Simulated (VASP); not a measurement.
# CdS (Fm-3m) in VASP: notebook, part 2 of 2

VASP 6.6.1. The steps go on from the part before.

## (3) Single point, PBE0(alpha)

POSCAR

```
CdS
1.0
    0.0000000000      2.7532440000      2.7532440000
    2.7532440000      0.0000000000      2.7532440000
    2.7532440000      2.7532440000      0.0000000000
Cd S
1 1
Direct
    0.0000000000      0.0000000000      0.0000000000
    0.5000000000      0.5000000000      0.5000000000
```

INCAR.step1

```
PREC = Accurate ; ENCUT = 520
EDIFF = 1E-5 ; ISMEAR = -1
SIGMA = 0.05 ; LREAL = F
LASPH = T ; NELM = 60
ALGO = Normal ; ISIF = 2
LWAVE = T ; LCHARG = F
GGA = PE
```

INCAR.step2

```
PREC = Accurate ; ENCUT = 520
EDIFF = 1E-6 ; ISMEAR = -1
SIGMA = 0.05 ; LREAL = F
LASPH = T ; NELM = 60
ALGO = Normal ; ISIF = 2
LWAVE = F ; LCHARG = F
GGA = PE ; LHFCALC = T
AEXX = 0.25 ; PRECFOCK = Fast
HFRCUT = -1 ; ISTART = 1
```

KPOINTS

```
regular mesh
0
Gamma
  4 4 4
```

Potentials or basis: VASP PAW PBE potentials, release 64 (Cd, S).

Run with:

```
$ cat potpaw_PBE.64/Cd/POTCAR potpaw_PBE.64/S/POTCAR > POTCAR
$ cp INCAR.step1 INCAR
$ mpirun -np 1 vasp_std > vasp.out
$ cp INCAR.step2 INCAR
$ mpirun -np 1 vasp_std > vasp.out
```

Run time: 93 s. Hardware: 1 thread of Intel Xeon Platinum 8559C (Emerald Rapids), shared host; peak memory 0.17 GiB.

Results (log left out):

- Free energy: -7.8469 eV
- Pressure: -1.8 GPa
- Band gap on the k mesh: 1.92 eV, indirect (least direct gap 3.26 eV)

Levels at points of the mesh, in eV from the valence-band top:
| k point | band 6 | band 7 | band 8 | band 9 | band 10 | band 11 | band 12 | band 13 |
| --- | --- | --- | --- | --- | --- | --- | --- | --- |
| (0.00, 0.00, 0.00) | -8.85 | -0.70 | -0.70 | -0.70 | 2.56 | 11.11 | 11.11 | 11.11 |
| (0.50, 0.00, 0.00) | -8.66 | -5.19 | 0.00 | 0.00 | 5.18 | 7.76 | 7.76 | 9.00 |
| (0.50, 0.50, 0.00) | -7.86 | -4.48 | -2.20 | -2.20 | 1.92 | 7.69 | 11.94 | 13.44 |

Caveat: the k mesh is coarse (spacing up to 0.49 Å⁻¹), so the values aren't converged, least of all with exact exchange; the PAW data sets were made with another functional, which shifts forces and pressure a little.

## (4) Single point, PBE0(alpha)

POSCAR is that of step 3.

INCAR.step1 is that of step 3.

INCAR.step2, as its differences from that of step 3:

```diff
@@ -7,3 +7,3 @@
 GGA = PE ; LHFCALC = T
-AEXX = 0.25 ; PRECFOCK = Fast
+AEXX = 0.3 ; PRECFOCK = Fast
 HFRCUT = -1 ; ISTART = 1
```

KPOINTS is that of step 3.

Run with:

```
$ cat potpaw_PBE.64/Cd/POTCAR potpaw_PBE.64/S/POTCAR > POTCAR
$ cp INCAR.step1 INCAR
$ mpirun -np 1 vasp_std > vasp.out
$ cp INCAR.step2 INCAR
$ mpirun -np 1 vasp_std > vasp.out
```

Run time: 1.8 min. Hardware: 1 thread of Intel Xeon Platinum 8559C (Emerald Rapids), shared host; peak memory 0.16 GiB.

It converged, with:

```yaml
Free_energy: -8.2737 eV
Pressure: -2.1 GPa
Band_gap_on_the_k_mesh: 2.28 eV, indirect (least direct gap 3.63 eV)
```

Levels at points of the mesh, in eV from the valence-band top:
```tsv
k point	band 7	band 8	band 9	band 10	band 11	band 12
(0.00, 0.00, 0.00)	-0.70	-0.70	-0.70	2.93	11.49	11.49
(0.50, 0.00, 0.00)	-5.27	0.00	0.00	5.52	8.14	8.14
(0.50, 0.50, 0.00)	-4.55	-2.22	-2.22	2.28	8.03	12.39
```

Caveat: the k mesh is coarse (spacing up to 0.49 Å⁻¹), so the values aren't converged, least of all with exact exchange; the PAW data sets were made with another functional, which shifts forces and pressure a little.

## (5) Single point, PBE0(alpha)

POSCAR is that of step 4.

INCAR.step1 is that of step 4.

INCAR.step2, as its differences from that of step 4:

```diff
@@ -7,3 +7,3 @@
 GGA = PE ; LHFCALC = T
-AEXX = 0.3 ; PRECFOCK = Fast
+AEXX = 0.4 ; PRECFOCK = Fast
 HFRCUT = -1 ; ISTART = 1
```

KPOINTS is that of step 4.

Run with:

```
$ cat potpaw_PBE.64/Cd/POTCAR potpaw_PBE.64/S/POTCAR > POTCAR
$ cp INCAR.step1 INCAR
$ mpirun -np 1 vasp_std > vasp.out
$ cp INCAR.step2 INCAR
$ mpirun -np 1 vasp_std > vasp.out
```

It took 1.9 min on 1 thread of Intel Xeon Platinum 8559C (Emerald Rapids), shared host; peak memory 0.17 GiB.

The run converged. Its results:

| Item | Value |
| --- | --- |
| Free energy | -9.1431 eV |
| Pressure | -2.8 GPa |
| Band gap on the k mesh | 3.02 eV, indirect (least direct gap 4.38 eV) |

Levels at points of the mesh, in eV from the valence-band top:
| k point | band 7 | band 8 | band 9 | band 10 | band 11 | band 12 |
| --- | --- | --- | --- | --- | --- | --- |
| (0.00, 0.00, 0.00) | -0.70 | -0.70 | -0.70 | 3.68 | 12.27 | 12.27 |
| (0.50, 0.00, 0.00) | -5.41 | 0.00 | 0.00 | 6.22 | 8.91 | 8.91 |
| (0.50, 0.50, 0.00) | -4.69 | -2.28 | -2.28 | 3.02 | 8.70 | 13.28 |

Caveat: the k mesh is coarse (spacing up to 0.49 Å⁻¹), so the values aren't converged, least of all with exact exchange; the PAW data sets were made with another functional, which shifts forces and pressure a little.

## (6) Single point, PBE0(alpha)

POSCAR is that of step 5.

INCAR.step1 is that of step 5.

INCAR.step2, as its differences from that of step 5:

```diff
@@ -7,3 +7,3 @@
 GGA = PE ; LHFCALC = T
-AEXX = 0.4 ; PRECFOCK = Fast
+AEXX = 0.5 ; PRECFOCK = Fast
 HFRCUT = -1 ; ISTART = 1
```

KPOINTS is that of step 5.

Potentials or basis: VASP PAW PBE potentials, release 64 (Cd, S).

Run with:

```
$ cat potpaw_PBE.64/Cd/POTCAR potpaw_PBE.64/S/POTCAR > POTCAR
$ cp INCAR.step1 INCAR
$ mpirun -np 1 vasp_std > vasp.out
$ cp INCAR.step2 INCAR
$ mpirun -np 1 vasp_std > vasp.out
```

Run time: 1.9 min. Hardware: 1 thread of Intel Xeon Platinum 8559C (Emerald Rapids), shared host; peak memory 0.16 GiB.

It converged, with:

```yaml
Free_energy: -10.0326 eV
Pressure: -3.4 GPa
Band_gap_on_the_k_mesh: 3.78 eV, indirect (least direct gap 5.15 eV)
```

Levels at points of the mesh, in eV from the valence-band top:
```tsv
k point	band 5	band 6	band 7	band 8	band 9	band 10	band 11	band 12	band 13
(0.00, 0.00, 0.00)	-10.03	-10.03	-0.69	-0.69	-0.69	4.45	13.04	13.04	13.04
(0.50, 0.00, 0.00)	-9.85	-9.85	-5.55	0.00	0.00	6.93	9.70	9.70	11.43
(0.50, 0.50, 0.00)	-9.79	-8.97	-4.82	-2.33	-2.33	3.78	9.38	14.18	15.82
```

Caveat: the k mesh is coarse (spacing up to 0.49 Å⁻¹), so the values aren't converged, least of all with exact exchange; the PAW data sets were made with another functional, which shifts forces and pressure a little. A k mesh can miss the band edges.

## (7) For comparison

An earlier run on the cell as given: functional PBE; potentials or basis VASP PAW PBE potentials, release 64 (Cd, S); cutoff 520 eV; k mesh 8 × 8 × 8; occupations fermi-dirac, width 0.05 eV; no spin polarisation.

* Pressure: -0.1 GPa
* Band gap on the k mesh: 0.26 eV, indirect (least direct gap 1.53 eV)

## (8) The runs side by side

| level | k mesh | share of exact exchange | grid for exact exchange (PRECFOCK) | exchange at q = 0 | mesh quality | gap on the mesh (eV) | pressure (GPa) |
| --- | --- | --- | --- | --- | --- | --- | --- |
| PBE0(alpha) | 4 × 4 × 4 | 0.2 | Fast | truncated | coarse | 1.56 | -1.4 |
| PBE0(alpha) | 4 × 4 × 4 | 0.25 | Fast | truncated | coarse | 1.92 | -1.8 |
| PBE0(alpha) | 4 × 4 × 4 | 0.3 | Fast | truncated | coarse | 2.28 | -2.1 |
| PBE0(alpha) | 4 × 4 × 4 | 0.4 | Fast | truncated | coarse | 3.02 | -2.8 |
| PBE0(alpha) | 4 × 4 × 4 | 0.5 | Fast | truncated | coarse | 3.78 | -3.4 |
| PBE | 8 × 8 × 8 | - | - | - | not flagged | 0.26 | -0.1 |

Alike in all rows: task single point; potentials or basis VASP PAW PBE potentials, release 64 (Cd, S); no spin polarisation; cell as given; cutoff (eV) 520; smearing fermi-dirac 0.05 eV.

Caveats: some runs use coarse meshes; the PAW data sets were made with another functional, which shifts forces and pressure a little (some runs).

Absolute energies hang on the potentials; compare differences alone.
